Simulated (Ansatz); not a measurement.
# SiO2 (P4_2/mnm): from the cell to its phonons

Task: relax SiO2 (P4_2/mnm), then find its harmonic phonons.

Main program and level: Ansatz 0.2.0; DFT LDA, scalar-relativistic, plane waves, PseudoDojo norm-conserving pseudopotentials.

### Step 1. Set-up

It takes space group P4_2/mnm (No. 136, tetragonal). Conventional cell: a = 4.233 Å, b = 4.233 Å, c = 2.693 Å, α = 90.00°, β = 90.00°, γ = 90.00°. Nearest to Si lie 6 O at 1.78 to 1.84 Å. Nearest to O lie 3 Si at 1.78 to 1.84 Å. Farther neighbours and most contacts between anions are not listed.

### Step 2. Coarse relaxation

The start is far from rest, so a relaxation with loose tolerances brings it close first.

Input file input.yaml:

```yaml
crystal:
  lattice:
    - [4.233169, 0.0, 0.0]
    - [0.0, 4.233169, 0.0]
    - [0.0, 0.0, 2.693495]
  atoms:
    - { symbol: Si, position: [0.5, 0.5, 0.5] }
    - { symbol: Si, position: [0.0, 0.0, 0.0] }
    - { symbol: O, position: [0.693161, 0.693161, 0.0] }
    - { symbol: O, position: [0.193161, 0.806839, 0.5] }
    - { symbol: O, position: [0.306839, 0.306839, 0.0] }
    - { symbol: O, position: [0.806839, 0.193161, 0.5] }
kpoints:
  mp_grid: { grid: [6, 6, 8] }
hamiltonian:
  xc: lda
  pseudopotentials: { kind: nc, accuracy: standard }
scf:
  occupations: { method: gaussian, width: 0.1 }
output:
  forces: true
  stress: true
  eigenvalues: true
relax:
  adjacent_minimum: "off"
  f_tol: 0.05
  max_steps: 80
  cell: { stress_tol: 0.5 }
```

On the command line:

```console
$ ansatz run input.yaml --threads 4 --pin off --max-ram 7168MiB --backend cpu --events-out ev --progress --plain --runs-dir out
```

Numbers of over 12 decimals in the logs are rounded to 6 here.

The log of the run:

```text
The last accepted step is kept in <dir> (removed where the run ends without a failure and the disk answers)
Engine: ansatz 0.2.0, aarch64-unknown-linux-gnu
Pseudopotentials: kind: nc
Pseudopotential: Si, nc, valence charge 4, recommended cutoff 435.38218 eV (normal), Si.nc.azcp (PseudoDojo's, or run here from an input of PseudoDojo's; its table is named by hamiltonian.pseudopotentials.accuracy)
[...]
cell:  # Å, volume = 45.6456 Å³
    - [4.146242, 0, 0]
    - [0, 4.146242, 0]
    - [0, 0, 2.655156]
  atoms:
    - { symbol: Si, position: [0.500000, 0.500000, 0.5] }
    - { symbol: Si, position: [0, 0, 0] }
    - { symbol: O, position: [0.694510, 0.694510, 0] }
    - { symbol: O, position: [0.194510, 0.805490, 0.5] }
    - { symbol: O, position: [0.305490, 0.305490, 0] }
    - { symbol: O, position: [0.805490, 0.194510, 0.5] }
[key lines of the parts left out:]
SCF converged after 3 iterations
Free energy (F): -2037.423646 eV
Fermi energy:    13.593402 eV
P = ⅓ Tr σ = -0.0937 GPa (-0.937 kbar)
```

The job ended after 30 s (4 threads of Arm Neoverse N1, shared host; peak memory 0.5 GiB).

Step by step:

```tsv
step	energy less that of the first step (eV)	largest force component (eV/Å)	pressure (GPa)	volume (Å³)
1	0.0000	0.1317	-15.87	48.27
2	-0.0885	0.0180	-9.40	47.14
3	-0.1330	0.0408	1.03	45.53
4	-0.1335	0.0212	-0.05	45.65
5*	-0.1329	0.0211	-0.09	45.65
```

Relaxation steps marked * repeat the geometry before them on a plane-wave basis chosen anew for their cell, so energy and pressure can jump there.

The run keeps the 16 symmetry operations that it works with, so distortions that break them were not tested.

```tsv
conventional cell, symmetrised	before	after	change
a (Å)	4.233	4.146	-2.1 %
b (Å)	4.233	4.146	-2.1 %
c (Å)	2.693	2.655	-1.4 %
volume (Å³/atom)	8.04	7.61	-5.4 %
```

The relaxed structure:

```cif
data_structure
_symmetry_space_group_name_H-M 'P 1'
_symmetry_Int_Tables_number 1
_cell_length_a 4.1462
_cell_length_b 4.1462
_cell_length_c 2.6552
_cell_angle_alpha 90.000
_cell_angle_beta 90.000
_cell_angle_gamma 90.000
_cell_volume 45.65
loop_
_atom_site_label
_atom_site_type_symbol
_atom_site_fract_x
_atom_site_fract_y
_atom_site_fract_z
_atom_site_occupancy
Si1 Si 0.50000 0.50000 0.50000 1
Si2 Si 0.00000 0.00000 0.00000 1
O3 O 0.69451 0.69451 0.00000 1
O4 O 0.19451 0.80549 0.50000 1
O5 O 0.30549 0.30549 0.00000 1
O6 O 0.80549 0.19451 0.50000 1
```

A gap read on the k-mesh alone can miss the band edges.

Numbers from this step:

```yaml
pressure: -0.09369 GPa
gap_on_the_k_mesh: 5.978 eV
volume_per_atom: 7.608 Å³
direct_gap_on_mesh: 5.978 eV
```

In this step the volume went from 8.04 to 7.61 Å³/atom.

### Step 3. Relaxation

Harmonic phonons are second derivatives at a point where the forces vanish, and they are wanted at zero stress, so atoms and cell are relaxed first.

Input file input.yaml:

```yaml
crystal:
  lattice:
    - [4.1462419447, 0.0, 0.0]
    - [0.0, 4.1462419447, 0.0]
    - [0.0, 0.0, 2.6551555241]
  atoms:
    - { symbol: Si, position: [0.5, 0.5, 0.5] }
    - { symbol: Si, position: [0.0, 0.0, 0.0] }
    - { symbol: O, position: [0.6945100706, 0.6945100706, 0.0] }
    - { symbol: O, position: [0.1945100706, 0.8054899294, 0.5] }
    - { symbol: O, position: [0.3054899294, 0.3054899294, 0.0] }
    - { symbol: O, position: [0.8054899294, 0.1945100706, 0.5] }
kpoints:
  mp_grid: { grid: [6, 6, 8] }
hamiltonian:
  xc: lda
  pseudopotentials: { kind: nc, accuracy: standard }
scf:
  occupations: { method: gaussian, width: 0.02 }
output:
  forces: true
  stress: true
  eigenvalues: true
  write_density: true
  write_potential: true
  elf: true
  volumetric_format: npy
relax:
  adjacent_minimum: "off"
  f_tol: 0.005
  max_steps: 80
  cell: { stress_tol: 0.05 }
```

The log of the run:

```text
[...]
Crystal: 6 atoms, lattice volume = 45.646 Å³
Basis set: ecut = 1142.878222 eV, 4035 PW (Γ)
Bands: 22, of which v1, the nominal top of the filled ones, is band 16 counted from 1 (15 counted from 0)
Symmetry: 16 space group operations
[...]
k-points: 50 of 288
[...]
SCF iter   1: F=—  HF=-2040.088796 eV  |F-HF|=—  |Δ(HF+E_count)|=         —  Δρ=1.53e-1  dr2=8.11e0  ethr=3.10e-3  ⟨swp⟩=6.4  Hψ=5866  notcnv=0
[...]
SCF iter   7: F=-2037.423646 eV  HF=-2037.423646 eV  |F-HF|=2.43e-9  |Δ(HF+E_count)|=   5.45e-8  Δρ=5.04e-6  dr2=4.42e-9  ethr=3.13e-10  ⟨swp⟩=14.2  Hψ=8250  notcnv=0
SCF 1 converged in 7 iterations: F = -2037.423646 eV  dr2 = 4.42e-9
relax step   1: F+E_penalty+E_count = -2037.42364567 eV  Δ(F+E_penalty+E_count) = +0.000e0 eV  max|allowed force component| = 2.111e-2 eV/Å  Δτ_max = 0.0000 Å  P = -0.094 GPa  Ω = 45.646 Å³  (7 SCF iters, dr2 threshold 1.00e-7 eV, accepted)
Crystal: 6 atoms, lattice volume = 45.641 Å³
[...]
SCF iter   3: F=-2037.423694 eV  HF=-2037.423694 eV  |F-HF|=9.19e-9  |Δ(HF+E_count)|=   1.17e-7  Δρ=1.35e-5  dr2=2.16e-8  ethr=2.47e-10  ⟨swp⟩=9.4  Hψ=7616  notcnv=0
SCF 2 converged in 3 iterations: F = -2037.423694 eV  dr2 = 2.16e-8
relax step   2: F+E_penalty+E_count = -2037.42369402 eV  Δ(F+E_penalty+E_count) = -4.834e-5 eV  max|allowed force component| = 9.576e-3 eV/Å  Δτ_max = 0.0004 Å  P = -0.042 GPa  Ω = 45.641 Å³  energy of the carried Pulay correction = +1.870e-6 eV  (3 SCF iters, dr2 threshold 7.89e-8 eV, accepted)
Crystal: 6 atoms, lattice volume = 45.638 Å³
[...]
SCF iter   4: F=-2037.423704 eV  HF=-2037.423704 eV  |F-HF|=7.00e-10  |Δ(HF+E_count)|=   3.51e-9  Δρ=4.33e-6  dr2=1.88e-9  ethr=1.79e-11  ⟨swp⟩=7.2  Hψ=6134  notcnv=0
SCF 3 converged in 4 iterations: F = -2037.423704 eV  dr2 = 1.88e-9
relax step   3: F+E_penalty+E_count = -2037.42370410 eV  Δ(F+E_penalty+E_count) = -1.008e-5 eV  max|allowed force component| = 2.488e-3 eV/Å  Δτ_max = 0.0003 Å  P = -0.003 GPa  Ω = 45.638 Å³  energy of the carried Pulay correction = +2.838e-6 eV  (4 SCF iters, dr2 threshold 5.73e-9 eV, accepted)
[...]
relax step   4: F+E_penalty+E_count = -2037.42370250 eV  Δ(F+E_penalty+E_count) = +1.594e-6 eV  max|allowed force component| = 2.489e-3 eV/Å  Δτ_max = 0.0000 Å  P = -0.003 GPa  Ω = 45.638 Å³  stress off target by 5.14e-2 GPa  SCF on the basis re-selected at this cell (its energy is not comparable with the rows above)  (3 SCF iters)
[...]
relax step   5: F+E_penalty+E_count = -2037.42370234 eV  Δ(F+E_penalty+E_count) = +1.659e-7 eV  max|allowed force component| = 4.023e-4 eV/Å  Δτ_max = 0.0001 Å  P = -0.024 GPa  Ω = 45.644 Å³  energy of the carried Pulay correction = -2.205e-6 eV  (4 SCF iters, dr2 threshold 6.61e-9 eV, accepted)
[...]
SCF iter   3: F=-2037.423703 eV  HF=-2037.423703 eV  |F-HF|=8.64e-12  |Δ(HF+E_count)|=  4.77e-12  Δρ=3.59e-7  dr2=1.95e-11  ethr=1.00e-12  ⟨swp⟩=7.4  Hψ=6029  notcnv=0
SCF 6 converged in 3 iterations: F = -2037.423703 eV  dr2 = 1.95e-11
relax step   6: F+E_penalty+E_count = -2037.42370337 eV  Δ(F+E_penalty+E_count) = -1.037e-6 eV  max|allowed force component| = 4.055e-4 eV/Å  Δτ_max = 0.0000 Å  P = -0.024 GPa  Ω = 45.644 Å³  stress off target by 3.87e-2 GPa  SCF on the basis re-selected at this cell (its energy is not comparable with the rows above)  (3 SCF iters)
basis re-selected at this cell: Δ(F+E_penalty+E_count) = -1.037e-6 eV, ΔP = +0.000 GPa vs the last step (what re-selecting the basis moved, of the pressure what is left beyond the Pulay correction that the steps carried, after the strain that the cell walked since its last selection, with what the two solves' SCF thresholds leave and, on support functions, any second-order correction that the steps lacked; it is no m [...]
SCF converged after 3 iterations
Free energy (F): -2037.423703 eV
[...]
Internal energy: -2037.423703 eV  (E = F + TS)
E sigma→0 (E₀):  -2037.423703 eV
Fermi energy:    13.594945 eV
[...]
--- Forces (eV/Å), atoms counted from 1 ---
  atom   1  Si     0.00000000     0.00000000     0.00000000
  atom   2  Si    -0.00000000    -0.00000000     0.00000000
  atom   3  O     -0.00040551    -0.00040551     0.00000000
  atom   4  O     -0.00040551     0.00040551     0.00000000
  atom   5  O      0.00040551     0.00040551     0.00000000
  atom   6  O      0.00040551    -0.00040551     0.00000000
  max |Σ_I F_I| component: 8.67e-19 eV/Å
--- Stress (GPa, compression-positive) ---
       -0.016166       0.000000       0.000000
        0.000000      -0.016166       0.000000
        0.000000       0.000000      -0.038693
  P = ⅓ Tr σ = -0.0237 GPa (-0.237 kbar)
--- Band table (eV; the first three rows and the last of 50) ---
  k-point 0: bands = [... 12 lower, 8.0268, 9.6904, 9.6904, 10.6037, 16.5861, 17.1123, 19.1061, 19.1061, ... 2 higher]
  k-point 1: bands = [... 12 lower, 7.3400, 9.5295, 9.5295, 10.4013, 17.2695, 18.2356, 19.9959, 19.9959, ... 2 higher]
  k-point 2: bands = [... 12 lower, 6.1690, 9.0295, 9.0295, 9.7600, 18.2951, 20.4075, 20.6868, 21.8792, ... 2 higher]
  k-point 49: bands = [... 12 lower, 8.7962, 8.7962, 8.9979, 8.9979, 17.9048, 17.9048, 21.5808, 21.5808, ... 2 higher]
--- Relaxed structure (4 steps of the walk, 4 accepted, 2 SCFs on fresh bases) ---
[...]
cell:  # Å, volume = 45.6438 Å³
    - [4.145686, 0, 0.0]
    - [0, 4.145686, 0.0]
    - [0.0, 0.0, 2.655759]
  atoms:
    - { symbol: Si, position: [0.5, 0.5, 0.5] }
    - { symbol: Si, position: [0, 0, 0.0] }
    - { symbol: O, position: [0.694373, 0.694373, 0.0] }
    - { symbol: O, position: [0.194373, 0.805627, 0.5] }
    - { symbol: O, position: [0.305627, 0.305627, 0.0] }
    - { symbol: O, position: [0.805627, 0.194373, 0.5] }
```

The job ended after 41 s (4 threads; peak memory 0.5 GiB).

Little changed from the start: no atom moved by 0.005 Å and no cell edge by 0.1 %.

Numbers from this step:

- pressure: -0.02368 GPa
- gap on the k-mesh: 5.982 eV
- volume per atom: 7.607 Å³
- direct gap on mesh: 5.982 eV

Valence density in the ab plane at fractional z = 0.000, with atoms of Si and O within 0.2 Å of it. It is the smooth field of the valence electrons, not physical close to the nuclei.

Values in e/Å³, 14 rows by 14 columns, each cell a mean:
```
0.1 0.2 0.3 0.2 0.2 0.1 0.1 0.1 0.2 0.3 0.5 0.5 0.4 0.2
0.2 0.3 0.3 0.2 0.2 0.1 0.1 0.2 0.6 1.0 1.2 1.0 0.6 0.4
0.3 0.3 0.2 0.2 0.1 0.1 0.2 0.6 2.0 4.0 4.1 2.5 1.0 0.5
0.2 0.2 0.2 0.1 0.1 0.1 0.3 0.9 3.7 5.5 5.1 4.1 1.2 0.5
0.1 0.1 0.1 0.1 0.1 0.1 0.3 0.9 3.4 5.1 5.5 4.0 1.0 0.3
0.1 0.1 0.1 0.2 0.2 0.2 0.3 0.6 1.9 3.4 3.7 2.0 0.6 0.2
0.1 0.1 0.3 0.5 0.7 0.6 0.5 0.4 0.6 0.9 0.9 0.6 0.2 0.1
0.1 0.2 0.7 1.5 2.3 1.8 0.9 0.5 0.3 0.3 0.3 0.2 0.1 0.1
0.1 0.4 1.6 4.5 5.7 4.9 1.8 0.6 0.2 0.1 0.1 0.1 0.1 0.1
0.2 0.5 2.1 5.5 4.3 5.7 2.3 0.7 0.2 0.1 0.1 0.1 0.2 0.2
0.3 0.6 1.6 3.6 5.5 4.5 1.5 0.5 0.2 0.1 0.1 0.2 0.2 0.2
0.3 0.5 1.0 1.6 2.1 1.6 0.7 0.3 0.1 0.1 0.2 0.2 0.3 0.3
0.1 0.3 0.5 0.6 0.5 0.4 0.2 0.1 0.1 0.1 0.2 0.3 0.3 0.2
0.0 0.1 0.3 0.3 0.2 0.1 0.1 0.1 0.1 0.1 0.2 0.3 0.2 0.1
```
Columns run along a (4.1 Å), rows up along b (4.1 Å). Atoms in or near the plane, at fractional coordinates: Si at (0.00, 0.00), O at (0.69, 0.69), O at (0.31, 0.31).

Electrostatic potential energy in the ab plane at fractional z = 0.000, with atoms of Si and O within 0.2 Å of it. With pseudopotentials it is smooth inside the atoms' cores, unlike the true potential.

Values in eV, 14 rows by 14 columns, each cell a mean:
```
-62 -49 -15   2  11  14  16  16  15  13   8  -1 -28 -55
-35 -24  -4   6  12  15  16  15  13   9   5   2 -12 -28
 -3   0   7  11  13  14  15  13  -1 -23 -27  -8   2  -1
  8   9  11  13  14  14  13   9 -20 -56 -59 -27   5   8
 14  14  14  14  13  12  11   7 -21 -55 -56 -23   9  13
 16  16  15  14  13  11  10   8  -4 -21 -20  -1  13  15
 16  16  15  13  10   8   8   8   8   7   9  13  15  16
 16  16  12   4  -6  -3   6   8  10  11  13  15  16  16
 14  14   3 -27 -56 -42  -3   8  11  12  14  14  15  14
 11  11  -3 -43 -67 -56  -6  10  13  13  14  13  12  11
  0   3   0 -20 -43 -27   4  13  14  14  13  11   6   2
-20 -13  -1   0  -3   3  12  15  15  14  11   7  -4 -15
-57 -43 -13   3  11  14  16  16  16  14   9   0 -24 -49
-67 -57 -20   0  11  14  16  16  16  14   8  -3 -35 -62
```
Columns run along a (4.1 Å; values clipped at the 3rd and 97th percentile), rows up along b (4.1 Å). Atoms in or near the plane, at fractional coordinates: Si at (0.00, 0.00), O at (0.69, 0.69), O at (0.31, 0.31).

ELF in the ab plane at fractional z = 0.000, with atoms of Si and O within 0.2 Å of it. It is the smooth field of the valence electrons, not physical close to the nuclei.

Ten even steps from '_' (0.00) to '@' (0.86), each cell a mean:
```
____....______..--++++++--__
__..::..____..==%%@@@@@@%%--
........____::##@@@@@@@@@@++
....________--%%@@==--@@@@++
____________--##%%====@@@@++
______........==%%%%@@@@%%--
__..==**##++::::==##%%##==..
__==%%@@@@%%++::..----::..__
..**@@@@++##%%++..__________
::**@@##__++@@##..__________
::##@@@@##@@@@**..____......
::**@@@@@@@@%%==______..::..
__::**##****==..____......__
____::::::..________....____
```
Columns run along a (4.1 Å), rows up along b (4.1 Å). Atoms in or near the plane, at fractional coordinates: Si at (0.00, 0.00), O at (0.69, 0.69), O at (0.31, 0.31).

In this step the volume went from 7.61 to 7.61 Å³/atom.

### Step 4. Tight relaxation

Phonons need a cell at rest on their own settings, so the relaxation is repeated with tight tolerances on forces and stress on the k mesh and occupations of the first response run.

Input file input.yaml:

```yaml
crystal:
  lattice:
    - [4.145686279, 0.0, 0.0]
    - [0.0, 4.145686279, 0.0]
    - [0.0, 0.0, 2.6557590389]
  atoms:
    - { symbol: Si, position: [0.5, 0.5, 0.5] }
    - { symbol: Si, position: [0.0, 0.0, 0.0] }
    - { symbol: O, position: [0.6943729772, 0.6943729772, 0.0] }
    - { symbol: O, position: [0.1943729772, 0.8056270228, 0.5] }
    - { symbol: O, position: [0.3056270228, 0.3056270228, 0.0] }
    - { symbol: O, position: [0.8056270228, 0.1943729772, 0.5] }
kpoints:
  mp_grid: { grid: [8, 8, 8] }
hamiltonian:
  xc: lda
  pseudopotentials: { kind: nc, accuracy: standard }
scf:
  occupations: { method: fixed }
output:
  forces: true
  stress: true
  eigenvalues: true
relax:
  adjacent_minimum: "off"
  f_tol: 0.001
  max_steps: 60
  cell: { stress_tol: 0.01 }
```

The log of the run:

```text
[...]
Crystal: 6 atoms, lattice volume = 45.644 Å³
Basis set: ecut = 1142.878222 eV, 4035 PW (Γ)
Bands: 22, of which v1, the nominal top of the filled ones, is band 16 counted from 1 (15 counted from 0)
Symmetry: 16 space group operations
[...]
k-points: 75 of 512
[...]
cell:  # Å, volume = 45.6408 Å³
    - [4.145644, 0, 0.0]
    - [0, 4.145644, 0.0]
    - [0.0, 0.0, 2.655639]
  atoms:
    - { symbol: Si, position: [0.5, 0.5, 0.500000] }
    - { symbol: Si, position: [0, 0, 0.0] }
    - { symbol: O, position: [0.694372, 0.694372, 0.0] }
    - { symbol: O, position: [0.194372, 0.805628, 0.500000] }
    - { symbol: O, position: [0.305628, 0.305628, 0.0] }
    - { symbol: O, position: [0.805628, 0.194372, 0.500000] }
[key lines of the parts left out:]
SCF converged after 4 iterations
Free energy (F): -2037.423707 eV
Fermi energy:    10.604748 eV
P = ⅓ Tr σ = 0.0005 GPa (0.005 kbar)
```

Run time: 36 s. Hardware: 4 threads; peak memory 0.55 GiB.

Little changed from the start: no atom moved by 0.005 Å and no cell edge by 0.1 %.

This step gave:

| Property | Result |
| --- | --- |
| pressure | 4.63e-4 GPa |
| gap on the k-mesh | 5.984 eV |
| direct gap on mesh | 5.984 eV |

The largest force component left is 0.12 meV/Å and the pressure is 0.000 GPa, within the tolerances set. The cell now holds 7.61 Å³/atom.

[end of part 1 of 2]

[Logs are printed without paths, hosts, clocks, repeated set-up lines and the standing remarks that a program may print on its own settings, such as how far it seeks lower states.]

[Hosts, paths, dates, database ids (printed as entryN), source tags and the programs' standing remarks are cut or masked in the printed files.]
